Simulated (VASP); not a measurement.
# KCl (Pm-3m) in VASP: further runs, part 2 of 2

VASP 6.6.1.

### Step 4. Relaxation of the atoms, r2SCAN

Input file INCAR:

```
PREC = Accurate ; ENCUT = 600
EDIFF = 1E-7 ; ISMEAR = 0
SIGMA = 0.03 ; LREAL = F
LASPH = T ; NELM = 80
ALGO = Normal ; ISIF = 2
LWAVE = F ; LCHARG = F
METAGGA = R2SCAN ; LMIXTAU = T
IBRION = 2 ; NSW = 40
EDIFFG = -0.01
```

Input file KPOINTS:

```
Automatic mesh
0
Gamma
  8 8 8
```

Input file POSCAR:

```
KCl                                     
1.0
    3.7713691622      0.0000000000      0.0000000000
    0.0000000000      3.7713691622      0.0000000000
    0.0000000000      0.0000000000      3.7713691622
  K               Cl            
     1     1
Direct
     0.0000000000000000    0.0000000000000000    0.0000000000000000
     0.5000000000000000    0.5000000000000000    0.5000000000000000
```

Potentials or basis: VASP PAW PBE potentials, release 64 (K_sv, Cl).

On the command line:

```
cat potpaw_PBE.64/K_sv/POTCAR potpaw_PBE.64/Cl/POTCAR > POTCAR
mpirun -np 1 vasp_std > vasp.out
```

OUTCAR:

```text
PREC = Accurate
   ENCUT = 600
   EDIFF = 1E-7
   ISMEAR = 0
   LREAL = F
   LASPH = T
   NELM = 80
   ISIF = 2
   METAGGA = R2SCAN
   IBRION = 2
   NSW = 40
   EDIFFG = -0.01

 ion  position               nearest neighbor table
   1  0.000  0.000  0.000-
   2  0.500  0.500  0.500-

  LATTYP: Found a simple cubic cell.
 ALAT       =     3.7713691622

  Lattice vectors:

 A1 = (   3.7713691622,   0.0000000000,   0.0000000000)
 A2 = (   0.0000000000,   3.7713691622,   0.0000000000)
 A3 = (   0.0000000000,   0.0000000000,   3.7713691622)

Analysis of symmetry for initial positions (statically):
=====================================================================
 Subroutine PRICEL returns:
 Original cell was already a primitive cell.

 Routine SETGRP: Setting up the symmetry group for a
 simple cubic supercell.

 Subroutine GETGRP returns: Found 48 space group operations
 (whereof 48 operations were pure point group operations)
 out of a pool of 48 trial point group operations.

The static configuration has the point symmetry O_h .

[... 173 lines left out ...]
      3     -12.6551      2.00000
      4     -12.6551      2.00000
      5     -12.6551      2.00000
      6      -1.1770      2.00000
      7      -1.1770      2.00000
      8      -1.1770      2.00000
      9       4.8461      0.00000
     10       6.1323      0.00000
     11       6.1323      0.00000
     12      10.6417      0.00000
[... 331 lines left out ...]
 k-point    24 :       0.5000    0.3750    0.1250
  band No.  band energies     occupation
      1     -30.0013      2.00000
      2     -13.9456      2.00000
      3     -12.8619      2.00000
      4     -12.8332      2.00000
      5     -12.6347      2.00000
      6      -2.3556      2.00000
      7      -2.1411      2.00000
      8      -1.2375      2.00000
      9       6.4348      0.00000
     10       7.6633      0.00000
     11       8.7778      0.00000
     12       8.9335      0.00000

 [... further k-points ...]

------------------------ aborting loop because EDIFF is reached ----------------------------------------

  FORCE on cell =-STRESS in cart. coord.  units (eV):
  Direction    XX          YY          ZZ          XY          YZ          ZX
  --------------------------------------------------------------------------------------
  -------------------------------------------------------------------------------------
  Total        0.0048082      0.0048082      0.0048082      0.0000000      0.0000000     -0.0000000
  in kB        0.1436143      0.1436143      0.1436143      0.0000000      0.0000000     -0.0000000
  external PRESSURE =       0.1436143 kB  Pullay stress =       0.0000000 kB

 VOLUME and BASIS-vectors are now :
 -----------------------------------------------------------------------------
  energy-cutoff  :      600.00
  volume of cell :       53.64
      direct lattice vectors                 reciprocal lattice vectors
     3.771369162  0.000000000  0.000000000     0.265155692  0.000000000  0.000000000
     0.000000000  3.771369162  0.000000000     0.000000000  0.265155692  0.000000000
     0.000000000  0.000000000  3.771369162     0.000000000  0.000000000  0.265155692

 POSITION                                       TOTAL-FORCE (eV/Angst)
 -----------------------------------------------------------------------------------
      0.00000      0.00000      0.00000         0.000000      0.000000      0.000000
      1.88568      1.88568      1.88568         0.000000      0.000000      0.000000
 -----------------------------------------------------------------------------------
    total drift:                                0.000000      0.000000     -0.000000

  FREE ENERGIE OF THE ION-ELECTRON SYSTEM (eV)
  ---------------------------------------------------
  free  energy   TOTEN  =       -16.4088997404 eV

  energy  without entropy=      -16.4088997404  energy(sigma->0) =      -16.40889974

 reached required accuracy - stopping structural energy minimisation
```

OSZICAR:

```text
N       E                     dE             d eps       ncg     rms          rms(c)
DAV:   1     0.102877232441E+03    0.10288E+03   -0.81444E+03   840   0.138E+03
DAV:   2    -0.134876677863E+02   -0.11636E+03   -0.10806E+03  1048   0.314E+02
DAV:   3    -0.202871496338E+02   -0.67995E+01   -0.67636E+01  1088   0.673E+01
[... 14 lines left out ...]
DAV:  18    -0.164089012279E+02    0.13099E-05   -0.36150E-06  1360   0.244E-02    0.136E-02
DAV:  19    -0.164088971036E+02    0.41243E-05   -0.34190E-06   960   0.215E-02    0.672E-03
DAV:  20    -0.164088994078E+02   -0.23042E-05   -0.88094E-07   936   0.136E-02    0.589E-03
DAV:  21    -0.164088996954E+02   -0.28762E-06   -0.17363E-07   768   0.596E-03    0.529E-03
DAV:  22    -0.164088997404E+02   -0.44913E-07   -0.33111E-08   692   0.291E-03
   1 F= -.16408900E+02 E0= -.16408900E+02  d E =-.164089E+02
```

CONTCAR:

```text
KCl
   1.00000000000000
     3.7713691622000001    0.0000000000000000    0.0000000000000000
     0.0000000000000000    3.7713691622000001    0.0000000000000000
     0.0000000000000000    0.0000000000000000    3.7713691622000001
  K               Cl
     1     1
Direct
     0.0000000000000000    0.0000000000000000    0.0000000000000000
     0.5000000000000000    0.5000000000000000    0.5000000000000000

  0.00000000E+00  0.00000000E+00  0.00000000E+00
  0.00000000E+00  0.00000000E+00  0.00000000E+00
```

Run time: 92 s. Hardware: 1 thread of Intel Xeon Platinum 8488C (Sapphire Rapids), shared host; peak memory 0.19 GiB.

Results:

```yaml
Free_energy: -16.4089 eV
Pressure_after_relaxing: 0.0 GPa
Band_gap_on_the_k_mesh: 5.81 eV, indirect (least direct gap 6.02 eV)
```

Final structure:
```yaml
crystal:
  lattice:
    - [3.77137, 0.00000, 0.00000]
    - [0.00000, 3.77137, 0.00000]
    - [0.00000, 0.00000, 3.77137]
  atoms:
    - { symbol: K, position: [0.00000, 0.00000, 0.00000] }
    - { symbol: Cl, position: [0.50000, 0.50000, 0.50000] }
```

Levels at points of the mesh, in eV from the valence-band top:
```tsv
k point	band 5	band 6	band 7	band 8	band 9	band 10	band 11	band 12
(0.00, 0.00, 0.00)	-11.69	-0.22	-0.22	-0.22	5.81	7.09	7.09	11.60
(0.50, 0.00, 0.00)	-11.56	-1.90	-0.23	-0.23	8.56	8.73	9.32	10.84
(0.50, 0.50, 0.00)	-11.63	-1.30	-1.30	0.00	6.86	8.09	9.73	9.73
(0.50, 0.50, 0.50)	-11.89	-1.45	-1.45	-1.45	9.67	9.67	9.67	10.96
```

Caveat: the relaxation stopped at its first step, so nothing moved; the PAW data sets were made with another functional, which shifts forces and pressure a little. A k mesh can miss the band edges.

### Step 5. Relaxation of the atoms, r2SCAN (a relaxed cell with its volume scaled by 1.02)

INCAR is that of step 4.

KPOINTS is that of step 4.

Input file POSCAR:

```
KCl                                     
1.0
    3.7963458448      0.0000000000      0.0000000000
    0.0000000000      3.7963458448      0.0000000000
    0.0000000000      0.0000000000      3.7963458448
  K               Cl            
     1     1
Direct
     0.0000000000000000    0.0000000000000000    0.0000000000000000
     0.5000000000000000    0.5000000000000000    0.5000000000000000
```

On the command line:

```
cat potpaw_PBE.64/K_sv/POTCAR potpaw_PBE.64/Cl/POTCAR > POTCAR
mpirun -np 1 vasp_std > vasp.out
```

Wall time 97 s (1 thread of Intel Xeon Platinum 8488C (Sapphire Rapids), shared host); peak memory 0.18 GiB.

Results (log left out):

```
Free energy             : -16.4076 eV
Pressure after relaxing : -0.4 GPa
Band gap on the k mesh  : 5.71 eV, indirect (least direct gap 5.92 eV)
```

Final structure:
```xyz
2
Lattice="3.7963 0.0000 0.0000 0.0000 3.7963 0.0000 0.0000 0.0000 3.7963" Properties=species:S:1:pos:R:3 pbc="T T T"
K     0.0000    0.0000    0.0000
Cl    1.8982    1.8982    1.8982
```

Levels at points of the mesh, in eV from the valence-band top:
```csv
k point,band 5,band 6,band 7,band 8,band 9,band 10,band 11,band 12
"(0.00, 0.00, 0.00)",-11.73,-0.21,-0.21,-0.21,5.71,7.11,7.11,11.55
"(0.50, 0.00, 0.00)",-11.60,-1.85,-0.22,-0.22,8.55,8.63,9.20,10.83
"(0.50, 0.50, 0.00)",-11.67,-1.27,-1.27,0.00,6.85,8.06,9.71,9.71
"(0.50, 0.50, 0.50)",-11.91,-1.40,-1.40,-1.40,9.60,9.60,9.60,10.87
```

Caveat: the relaxation stopped at its first step, so nothing moved; the PAW data sets were made with another functional, which shifts forces and pressure a little. A k mesh can miss the band edges.

### Step 6. Relaxation of the atoms, r2SCAN (a relaxed cell with its volume scaled by 1.04)

INCAR is that of step 5.

KPOINTS is that of step 5.

Input file POSCAR:

```
KCl                                     
1.0
    3.8209981320      0.0000000000      0.0000000000
    0.0000000000      3.8209981320      0.0000000000
    0.0000000000      0.0000000000      3.8209981320
  K               Cl            
     1     1
Direct
     0.0000000000000000    0.0000000000000000    0.0000000000000000
     0.5000000000000000    0.5000000000000000    0.5000000000000000
```

Potentials or basis: VASP PAW PBE potentials, release 64 (K_sv, Cl).

On the command line:

```
cat potpaw_PBE.64/K_sv/POTCAR potpaw_PBE.64/Cl/POTCAR > POTCAR
mpirun -np 1 vasp_std > vasp.out
```

It took 64 s on 1 thread of Intel Xeon Platinum 8488C (Sapphire Rapids), shared host; peak memory 0.2 GiB.

The run converged. Its results:

| Item | Value |
| --- | --- |
| Free energy | -16.4036 eV |
| Pressure after relaxing | -0.8 GPa |
| Band gap on the k mesh | 5.62 eV, indirect (least direct gap 5.83 eV) |

Final structure:
```
CELL_PARAMETERS angstrom
3.82100 0.00000 0.00000
0.00000 3.82100 0.00000
0.00000 0.00000 3.82100
ATOMIC_POSITIONS crystal
K 0.00000 0.00000 0.00000
Cl 0.50000 0.50000 0.50000
```

Levels at points of the mesh, in eV from the valence-band top:
```
           k point  band 6  band 7  band 8  band 9  band 10  band 11
(0.00, 0.00, 0.00)   -0.21   -0.21   -0.21    5.62     7.13     7.13
(0.50, 0.00, 0.00)   -1.79   -0.21   -0.21    8.52     8.54     9.09
(0.50, 0.50, 0.00)   -1.23   -1.23    0.00    6.84     8.03     9.70
(0.50, 0.50, 0.50)   -1.36   -1.36   -1.36    9.54     9.54     9.54
```

Caveat: the relaxation stopped at its first step, so nothing moved; the PAW data sets were made with another functional, which shifts forces and pressure a little.

### Step 7. Summary

| cell | gap on the mesh (eV) | pressure (GPa) |
| --- | --- | --- |
| atoms relaxed from: a relaxed cell with its volume scaled by 0.96 | 6.01 | 1.1 |
| atoms relaxed from: a relaxed cell with its volume scaled by 0.98 | 5.91 | 0.5 |
| atoms relaxed | 5.81 | 0.0 |
| atoms relaxed from: a relaxed cell with its volume scaled by 1.02 | 5.71 | -0.4 |
| atoms relaxed from: a relaxed cell with its volume scaled by 1.04 | 5.62 | -0.8 |

Alike in all rows: task relaxation of the atoms; level r2SCAN; potentials or basis VASP PAW PBE potentials, release 64 (K_sv, Cl); no spin polarisation; k mesh 8 × 8 × 8; cutoff (eV) 600; smearing gaussian 0.03 eV.

Caveats: the relaxation stopped at its first step, so nothing moved; the PAW data sets were made with another functional, which shifts forces and pressure a little.

Total energies depend on the potentials used, so only differences within one code and one set of settings carry meaning.
